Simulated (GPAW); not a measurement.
# HfB2 (P6/mmm) in GPAW: settings compared, part 2 of 2

GPAW 26.7.0. Earlier steps stand in the parts before.

### Step 3. Band structure, revPBE

run.py reads:

```python
from ase.dft.bandgap import bandgap
from ase.io import read, write
from ase.units import GPa
from gpaw import GPAW, PW

atoms = read('POSCAR')

calc = GPAW(mode=PW(800),
            xc='revPBE',
            kpts={'size': (10, 10, 8), 'gamma': True},
            occupations={'name': 'fermi-dirac', 'width': 0.05},
            nbands=20,
            convergence={'density': 1e-05, 'energy': 1e-05},
            maxiter=150,
            txt='gpaw.txt')
atoms.calc = calc
energy = atoms.get_potential_energy()
forces = atoms.get_forces()
stress = atoms.get_stress()
calc.write('gs.gpw')
write('result.traj', atoms)
print(f'Energy: {energy:.6f} eV')
print('Forces (eV/A):')
print(forces.round(4))
print('Stress (GPa):', (stress / GPa).round(3))
print('Fermi level:', round(calc.get_fermi_level(), 4), 'eV')
print(f'Gap: {bandgap(calc)[0]:.4f} eV, direct: {bandgap(calc, direct=True)[0]:.4f} eV')

path = atoms.cell.bandpath('GMKGALHA,LM,KH', npoints=60, eps=1e-4)
bs_calc = calc.fixed_density(kpts=path, symmetry='off', nbands=30,
                             convergence={'bands': 'CBM+6.0', 'eigenstates': 1e-6}, txt='bands.txt')
bs = bs_calc.band_structure()
bs.write('bs.json')
print(f'Gap on the path: {bandgap(bs_calc)[0]:.4f} eV')
```

POSCAR reads:

```
HfB2
1.0
    3.1400000000      0.0000000000      0.0000000000
   -1.5700000000      2.7193197679      0.0000000000
    0.0000000000      0.0000000000      3.4800000000
Hf B
1 2
Direct
    0.0000000000      0.0000000000      0.0000000000
    0.6666666667      0.3333333333      0.5000000000
    0.3333333333      0.6666666667      0.5000000000
```

Potentials or basis: the program's PAW data sets (release 1.2.1) made for this functional, pw.

Started as:

```sh
OMP_NUM_THREADS=1 python run.py
```

gpaw.txt:

```text
__  _  _
 | _ |_)|_||  |
 |__||  | ||/\| - 26.7.0

Input parameters:
  mode=PW(ecut=800.0),
  convergence={'density': 1e-05, 'energy': 1e-05},
  kpts=MonkhorstPack(size=(10, 10, 8), gamma=True),
  maxiter=150,
  nbands=20,
  occupations=Occupations(name='fermi-dirac', width=0.05),
  xc=XC(name='revPBE')

Diagonalizing LCAO Hamiltonian
Converting LCAO to pw mode

         B  B

       Hf

Atoms  # Å, Bohr magnetons
|   | symbol |         x |        y |        z |    initial magnetic moments |
|---|--------|-----------|----------|----------|-----------------------------|
| 0 |     Hf |  0.000000 | 0.000000 | 0.000000 | ( 0.0000,  0.0000,  0.0000) |
| 1 |      B |  1.570000 | 0.906440 | 1.740000 | ( 0.0000,  0.0000,  0.0000) |
| 2 |      B | -0.000000 | 1.812880 | 1.740000 | ( 0.0000,  0.0000,  0.0000) |

Unit cell  # Å
| periodic |         x |        y |        z |  lengths |     angles |
|----------|-----------|----------|----------|----------|------------|
|      yes |  3.140000 | 0.000000 | 0.000000 | 3.140000 |  90.000000 |
|      yes | -1.570000 | 2.719320 | 0.000000 | 3.140000 |  90.000000 |
|      yes |  0.000000 | 0.000000 | 3.480000 | 3.480000 | 120.000000 |

Number of symmetries: 24
Symmetry operations  # r_c * U_cc + t_c -> r_c
|    | kind |            matrix            |
|----|------|------------------------------|
|  0 |  σ   |  1, 1, 0,  0,-1, 0,  0, 0, 1 |
|  1 |  C2  |  1, 1, 0,  0,-1, 0,  0, 0,-1 |
|  2 |  C6  |  1, 1, 0, -1, 0, 0,  0, 0, 1 |
|  3 |  S6  |  1, 1, 0, -1, 0, 0,  0, 0,-1 |
|  4 |  E   |  1, 0, 0,  0, 1, 0,  0, 0, 1 |
|  5 |  σ   |  1, 0, 0,  0, 1, 0,  0, 0,-1 |
|  6 |  σ   |  1, 0, 0, -1,-1, 0,  0, 0, 1 |
|  7 |  C2  |  1, 0, 0, -1,-1, 0,  0, 0,-1 |
|  8 |  σ   |  0, 1, 0,  1, 0, 0,  0, 0, 1 |
|  9 |  C2  |  0, 1, 0,  1, 0, 0,  0, 0,-1 |
| 10 |  C3  |  0, 1, 0, -1,-1, 0,  0, 0, 1 |
| 11 |  S3  |  0, 1, 0, -1,-1, 0,  0, 0,-1 |
| 12 |  C6  |  0,-1, 0,  1, 1, 0,  0, 0, 1 |
| 13 |  S6  |  0,-1, 0,  1, 1, 0,  0, 0,-1 |
| 14 |  σ   |  0,-1, 0, -1, 0, 0,  0, 0, 1 |
| 15 |  C2  |  0,-1, 0, -1, 0, 0,  0, 0,-1 |
| 16 |  σ   | -1, 0, 0,  1, 1, 0,  0, 0, 1 |
| 17 |  C2  | -1, 0, 0,  1, 1, 0,  0, 0,-1 |
| 18 |  C2  | -1, 0, 0,  0,-1, 0,  0, 0, 1 |
| 19 |  i   | -1, 0, 0,  0,-1, 0,  0, 0,-1 |
| 20 |  C3  | -1,-1, 0,  1, 0, 0,  0, 0, 1 |
| 21 |  S3  | -1,-1, 0,  1, 0, 0,  0, 0,-1 |
| 22 |  σ   | -1,-1, 0,  0, 1, 0,  0, 0, 1 |
| 23 |  C2  | -1,-1, 0,  0, 1, 0,  0, 0,-1 |

BZ-sampling:
  Number of BZ points: 800
  Number of IBZ points: 70

  Monkhorst-Pack size: [10, 10, 8]
  Monkhorst-Pack shift: [0.05, 0.05, 0.0625]

K-points  # in reciprocal-cell coordinates
|     |                                coordinates |     weight |
|-----|--------------------------------------------|------------|
|   0 | (  0.00000000,   0.00000000,   0.00000000) | 0.00125000 |
|   1 | (  0.00000000,   0.00000000,   0.12500000) | 0.00250000 |
|   2 | (  0.00000000,   0.00000000,   0.25000000) | 0.00250000 |
|   3 | (  0.00000000,   0.00000000,   0.37500000) | 0.00250000 |
|   4 | (  0.00000000,   0.00000000,   0.50000000) | 0.00125000 |
|   5 | (  0.10000000,   0.00000000,   0.00000000) | 0.00750000 |
|   6 | (  0.10000000,   0.00000000,   0.12500000) | 0.01500000 |
|   7 | (  0.10000000,   0.00000000,   0.25000000) | 0.01500000 |
|   8 | (  0.10000000,   0.00000000,   0.37500000) | 0.01500000 |
|   9 | (  0.10000000,   0.00000000,   0.50000000) | 0.00750000 |
| ... |                                            |            |
|  69 | (  0.50000000,   0.50000000,   0.50000000) | 0.00375000 |

Plane wave coefficients: 1546
Cutoff: 800.0 eV

Spin-components: 1 (collinear spins)
Bands:           20
Projectors:      16
Spin-degeneracy: 2
Datatype:        complex128

Parallelization:
  kpt:    1
  domain: 1
  band:   1

Density:
  Valence electrons: 18.0
  Components: 1
  Grid points: [21 21 24]
  Charge: 0.0  # |e|

Potential:
  Grid points: [21 21 24]

species:
  Hf:
    name:    Hafnium
    Z:       72.0
    valence: 12
    core:    60
    charge:  0.0  # [|e|]
    compensation charges:
      type: gauss
      rc: 0.41  # [Å]
      lmax: 2
    cutoffs:
      filter: 2.36  # [Å]
      core: 4.02  # [Å]
    projectors
    | kind |    occ | energy [eV] | rcut [Å] |
    |------|--------|-------------|----------|
    |   5s |  2.000 |     -66.818 |    1.397 |
    |   6s |  2.000 |      -5.050 |    1.397 |
    |   5p |  6.000 |     -35.584 |    1.307 |
    |   6p |  0.000 |      -1.383 |    1.307 |
    |   5d |  2.000 |      -2.651 |    1.334 |
    |    d |        |      24.560 |    1.334 |

    Using partial waves for Hf as LCAO basis

  B:
    name:    Boron
    Z:       5.0
    valence: 3
    core:    2
    charge:  0.0  # [|e|]
    compensation charges:
      type: gauss
      rc: 0.20  # [Å]
      lmax: 2
    cutoffs:
      filter: 1.14  # [Å]
      core: 1.38  # [Å]
    projectors
    | kind |    occ | energy [eV] | rcut [Å] |
    |------|--------|-------------|----------|
    |   2s |  2.000 |      -9.465 |    0.635 |
    |   2p |  1.000 |      -3.568 |    0.635 |
    |    s |        |      17.746 |    0.635 |
    |    p |        |      23.644 |    0.635 |
    |    d |        |       0.000 |    0.635 |

    Using partial waves for B as LCAO basis

Reference energy: -411236.526206  # eV

eigensolver:
  PPCG
  Converge bands: occupied
  niter=2

density mixing:
  MSR1-Mixer
  Pratt-step length: 0.05
  Maximum mixing coefficient: 0.75
  Old densities: 10
  SVD Regularization: 0.005
  Good broyden scale: 1.0
  Trust region scale: 1.0
  Backstep threshold: 4.0
  History deletion threshold: 6.0
  Fourier metric: weight=20.0, sigma=0.015

occupation numbers:
  Fermi-Dirac:
    width: 0.0500  # eV

poisson solver:
  ecut: 6400.0  # eV

xc functional:
  name: revPBE with 2 nearest neighbor stencil

convergence criteria:
- Maximum integral of absolute [dens]ity change: 1e-05 electrons / valence electron
- Maximum [total energy] change in last 3 cyles: 1e-05 eV / valence electron
- Maximum integral of absolute [eigenst]ate change: 4e-08 eV^2 / valence electron
maximum number of iterations: 150

SCF iterations
|iter     | |      energy | eigst |  dens |
|---------|-|-------------|-------|-------|
|iter:   1| |  -24.005557 | -0.04 |       |
|iter:   2| |  -23.727674 | -2.51 | -0.99 |
|iter:   3| |  -22.856381 | -1.51 | -1.04 |
|iter:   4| |  -22.869637 | -3.17 | -1.78 |
|iter:   5| |  -22.876030 | -3.85 | -2.11 |
|iter:   6| |  -22.876131 | -5.15 | -2.97 |
|iter:   7| |  -22.876133c| -6.75 | -3.89 |
|iter:   8| |  -22.876133c| -7.72c| -4.36 |
|iter:   9| |  -22.876133c| -8.70c| -5.15c|

Converged in 9 steps
Energy contributions relative to reference atoms: (reference = -411236.526206)

Energy contributions:
  Kinetic:          27.708316
  Coulomb:         -24.947971
  Zero:             -0.423196
  External:          0.000000
  Xc:              -25.211986
  Entropy:          -0.002593
  Spinorbit:         0.000000
  ----------------------------
  Free energy:     -22.877430
  Extrapolated:    -22.876133

dipole moment: (-5.669647, -9.820117, -12.567116)  # |e|*Ang

Fermi level: 12.654
Eigenvalues  # (at kpt = [0.000, 0.000, 0.000])
| band index |      eig [eV] | occ [0-2] |
|------------|---------------|-----------|
|          0 |       -48.879 |     2.000 |
|          1 |       -17.945 |     2.000 |
|          2 |       -17.464 |     2.000 |
|          3 |       -17.464 |     2.000 |
|          4 |        -1.036 |     2.000 |
|          5 |         9.749 |     2.000 |
[... 9 lines left out ...]
|         15 |        17.763 |     0.000 |
|         16 |        20.582 |     0.000 |
|        ... |               |           |
|         19 |        33.621 |     0.000 |

No gap
No difference between direct/indirect transitions

Forces  # eV/Ang
|        x |        y |       z |
|----------|----------|---------|
| -0.00000 |  0.00000 | 0.00000 |  # Hf   0
| -0.00000 | -0.00000 | 0.00000 |  # B    1
|  0.00000 |  0.00000 | 0.00000 |  # B    2

Stress tensor  # eV/Ang^3
|         x |         y |         z |
|-----------|-----------|-----------|
| -0.032542 |  0.000000 |  0.000000 |
|  0.000000 | -0.032542 |  0.000000 |
|  0.000000 |  0.000000 | -0.037961 |

# Writing to gs.gpw (mode='')
```

It took 66 s on 1 thread of Arm Neoverse V1, shared host; peak memory 0.29 GiB.

Results:

| Quantity | Value |
| --- | --- |
| Free energy | -22.8774 eV |
| Pressure | 5.5 GPa |
| Band gap along the path | none (metal or under the smearing width) |

Levels at the corners of the path, in eV from the Fermi level:
```tsv
point	band 7	band 8	band 9	band 10	band 11	band 12
Γ	-2.80	-2.80	-2.70	4.12	4.12	4.76
M	-4.03	-3.35	-2.77	2.23	2.82	5.66
K	-7.65	-2.50	-2.50	1.82	1.82	3.55
Γ	-2.80	-2.80	-2.70	4.12	4.12	4.76
A	-1.09	-1.09	0.42	0.42	1.09	1.09
L	-4.88	-4.61	-2.63	4.09	4.27	6.33
H	-5.43	-3.09	-3.09	4.60	5.54	7.00
A	-1.09	-1.09	0.42	0.42	1.09	1.09
L	-4.88	-4.61	-2.63	4.09	4.27	6.33
M	-4.03	-3.35	-2.77	2.23	2.82	5.66
K	-7.65	-2.50	-2.50	1.82	1.82	3.55
H	-5.43	-3.09	-3.09	4.60	5.54	7.00
```

Caveat: spin-orbit coupling is left out, which moves the levels of the heavy elements.

### Step 4. Band structure, BLYP

Edit run.py of step 3 so:

```diff
@@ -3,3 +3,5 @@
 from ase.units import GPa
-from gpaw import GPAW, PW
+from gpaw import GPAW, PW, setup_paths
+
+setup_paths.insert(0, '.')
 
@@ -8,3 +10,3 @@
 calc = GPAW(mode=PW(800),
-            xc='revPBE',
+            xc='BLYP',
             kpts={'size': (10, 10, 8), 'gamma': True},
@@ -13,2 +15,3 @@
             convergence={'density': 1e-05, 'energy': 1e-05},
+            eigensolver='davidson',
             maxiter=150,
@@ -28,3 +31,3 @@
 
-path = atoms.cell.bandpath('GMKGALHA,LM,KH', npoints=60, eps=1e-4)
+path = atoms.cell.bandpath('GMKGALHA,LM,KH', npoints=80, eps=1e-4)
 bs_calc = calc.fixed_density(kpts=path, symmetry='off', nbands=30,
```

POSCAR is that of step 3.

Potentials or basis: PAW data sets generated in the run's folder for this functional, pw.

Started as:

```sh
gpaw-setup -f BLYP B Hf
OMP_NUM_THREADS=1 python run.py
```

It took 75 s on 1 thread of Arm Neoverse V1, shared host; peak memory 0.3 GiB.

It converged, with:

* Free energy: -20.7115 eV
* Pressure: 7.8 GPa
* Band gap along the path: none (metal or under the smearing width)

Stress tensor (GPa, compression positive):
```
 6.14  0.00  0.00
 0.00  6.14  0.00
 0.00  0.00 11.17
```

Levels at the corners of the path, in eV from the Fermi level:
```tsv
point	band 7	band 8	band 9	band 10	band 11	band 12
Γ	-2.86	-2.80	-2.68	3.96	3.96	4.55
M	-4.04	-3.37	-2.69	2.19	2.72	5.51
K	-7.52	-2.52	-2.52	1.79	1.79	3.46
Γ	-2.86	-2.80	-2.68	3.96	3.96	4.55
A	-1.19	-1.19	0.41	0.41	1.02	1.02
L	-4.89	-4.55	-2.52	4.14	4.25	6.07
H	-5.35	-3.02	-3.02	4.54	5.52	6.79
A	-1.19	-1.19	0.41	0.41	1.02	1.02
L	-4.89	-4.55	-2.52	4.14	4.25	6.07
M	-4.04	-3.37	-2.69	2.19	2.72	5.51
K	-7.52	-2.52	-2.52	1.79	1.79	3.46
H	-5.35	-3.02	-3.02	4.54	5.52	6.79
```

Caveat: spin-orbit coupling is left out, which moves the levels of the heavy elements.

### Step 5. Band structure, r2SCAN, spin-orbit coupling, no magnetisation

Edit run.py of step 4 so:

```diff
@@ -1 +1,2 @@
+import numpy as np
 from ase.dft.bandgap import bandgap
@@ -3,11 +4,10 @@
 from ase.units import GPa
-from gpaw import GPAW, PW, setup_paths
+from gpaw import GPAW, PW
+from gpaw.spinorbit import soc_eigenstates
 
-setup_paths.insert(0, '.')
-
-atoms = read('POSCAR')
+atoms = read('HfB2.xyz')
 
 calc = GPAW(mode=PW(800),
-            xc='BLYP',
-            kpts={'size': (10, 10, 8), 'gamma': True},
+            xc='MGGA_X_R2SCAN+MGGA_C_R2SCAN',
+            kpts={'size': (7, 7, 6), 'gamma': True},
             occupations={'name': 'fermi-dirac', 'width': 0.05},
@@ -15,3 +15,2 @@
             convergence={'density': 1e-05, 'energy': 1e-05},
-            eigensolver='davidson',
             maxiter=150,
@@ -37 +36,7 @@
 print(f'Gap on the path: {bandgap(bs_calc)[0]:.4f} eV')
+
+soc = soc_eigenstates(bs_calc, theta=90, phi=45, ignore_xc_potential=True)
+np.savetxt('soc_bands.dat', soc.eigenvalues(), fmt='%.4f')
+mesh = soc_eigenstates('gs.gpw', theta=90, phi=45, ignore_xc_potential=True)
+np.savetxt('soc_mesh.dat', mesh.eigenvalues(), fmt='%.4f')
+print('Fermi level with spin-orbit coupling:', round(mesh.fermi_level, 4), 'eV')
```

HfB2.xyz reads:

```xyz
3
Lattice="3.1400000000 0.0000000000 0.0000000000 -1.5700000000 2.7193197679 0.0000000000 0.0000000000 0.0000000000 3.4800000000" Properties=species:S:1:pos:R:3 pbc="T T T"
Hf     0.0000000000      0.0000000000      0.0000000000
B      1.5700000002      0.9064399225      1.7400000000
B     -0.0000000002      1.8128798454      1.7400000000
```

Potentials or basis: GPAW PAW data sets (gpaw-data 1.2.1), pw.

Started as:

```sh
OMP_NUM_THREADS=1 python run.py
```

Wall time 2.7 min (1 thread of Arm Neoverse V1, shared host); peak memory 0.43 GiB.

The run converged. Its results:

| Property | Result |
| --- | --- |
| Free energy | -38.2508 eV |
| Pressure | 0.4 GPa |
| Band gap along the path | none (metal or under the smearing width) |

Stress tensor (GPa, compression positive):
```
0.14 0.00 0.00
0.00 0.14 0.00
0.00 0.00 1.03
```

Levels at the corners of the path, in eV from the Fermi level:
| point | band 15 | band 16 | band 17 | band 18 | band 19 | band 20 | band 21 | band 22 |
| --- | --- | --- | --- | --- | --- | --- | --- | --- |
| Γ | -2.82 | -2.82 | -2.80 | -2.80 | 4.26 | 4.26 | 4.44 | 4.44 |
| M | -3.46 | -3.46 | -2.78 | -2.78 | 2.42 | 2.42 | 3.04 | 3.04 |
| K | -2.58 | -2.58 | -2.50 | -2.50 | 1.89 | 1.89 | 2.08 | 2.08 |
| Γ | -2.82 | -2.82 | -2.80 | -2.80 | 4.26 | 4.26 | 4.44 | 4.44 |
| A | -1.06 | -1.06 | 0.45 | 0.45 | 0.56 | 0.56 | 1.12 | 1.12 |
| L | -4.75 | -4.75 | -2.73 | -2.73 | 4.37 | 4.37 | 4.58 | 4.58 |
| H | -3.40 | -3.40 | -2.95 | -2.95 | 4.98 | 4.98 | 5.95 | 5.95 |
| A | -1.06 | -1.06 | 0.45 | 0.45 | 0.56 | 0.56 | 1.12 | 1.12 |
| L | -4.75 | -4.75 | -2.73 | -2.73 | 4.37 | 4.37 | 4.58 | 4.58 |
| M | -3.46 | -3.46 | -2.78 | -2.78 | 2.42 | 2.42 | 3.04 | 3.04 |
| K | -2.58 | -2.58 | -2.50 | -2.50 | 1.89 | 1.89 | 2.08 | 2.08 |
| H | -3.40 | -3.40 | -2.95 | -2.95 | 4.98 | 4.98 | 5.95 | 5.95 |

Caveat: spin-orbit coupling was added after a scalar SCF, so levels and gaps hold it while energy, forces, pressure and moments don't; this program's spin-orbit splittings come out too wide for heavy elements; the PAW data sets were made with another functional, which shifts forces and pressure a little.

### Step 6. The runs side by side

```csv
level,potentials or basis,spin,k mesh,band points,eigensolver,spin axis theta (degrees),spin axis phi (degrees),pressure (GPa)
RPBE,"the program's PAW data sets (release 1.2.1) made for this functional, pw",off,10 × 10 × 8,60,-,-,-,6.6
revPBE,"the program's PAW data sets (release 1.2.1) made for this functional, pw",off,10 × 10 × 8,60,-,-,-,5.5
BLYP,"PAW data sets generated in the run's folder for this functional, pw",off,10 × 10 × 8,80,davidson,-,-,7.8
r2SCAN,"GPAW PAW data sets (gpaw-data 1.2.1), pw","SOC, no magnetisation",7 × 7 × 6,80,-,90,45,0.4
```

Alike in all rows: task band structure; cell as given; cutoff (eV) 800; smearing fermi-dirac 0.05 eV.

Caveats: spin-orbit coupling is left out, which moves the levels of the heavy elements (some runs); spin-orbit coupling was added after a scalar SCF, so levels and gaps hold it while energy, forces, pressure and moments don't (some runs); this program's spin-orbit splittings come out too wide for heavy elements (some runs); the PAW data sets were made with another functional, which shifts forces and pressure a little (some runs).

Total energies depend on the potentials used, so only differences within one code and one set of settings carry meaning.
